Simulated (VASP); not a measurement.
Input of a VASP 6.6.1 run:

Contents of INCAR:

```
SYSTEM = CuI
ALGO = Normal
EDIFF = 1E-7
ENCUT = 520
GGA = PS
ISIF = 2
ISMEAR = -1
LASPH = .True.
LCHARG = .False.
LREAL = .False.
LWAVE = .False.
NBANDS = 16
NELM = 60
PREC = Accurate
SIGMA = 0.05
```

Contents of KPOINTS:

```
k-points
0
Gamma
  8 8 8
  0 0 0
```

POSCAR

```
CuI
1.0
    0.0000000000      3.0315000000      3.0315000000
    3.0315000000      0.0000000000      3.0315000000
    3.0315000000      3.0315000000      0.0000000000
I Cu
1 1
Direct
    0.0000000000      0.0000000000      0.0000000000
    0.7500000000      0.7500000000      0.7500000000
```

Potentials or basis: VASP PAW PBE potentials, release 64 (I, Cu).

The run is started by

```console
$ cat potpaw_PBE.64/I/POTCAR potpaw_PBE.64/Cu/POTCAR > POTCAR
$ mpirun -np 1 vasp_std > vasp.out
```

Question: What does it give for the pressure?

Answer: -2.5 GPa.

Question: What does it give for the band gap on the k mesh?

Answer: 1.03 eV, direct.

Caveat: the PAW data sets were made with another functional, which shifts forces and pressure a little; spin-orbit coupling is left out, which moves the levels of the heavy elements. As with any semilocal functional, this PBEsol gap is likely too small.
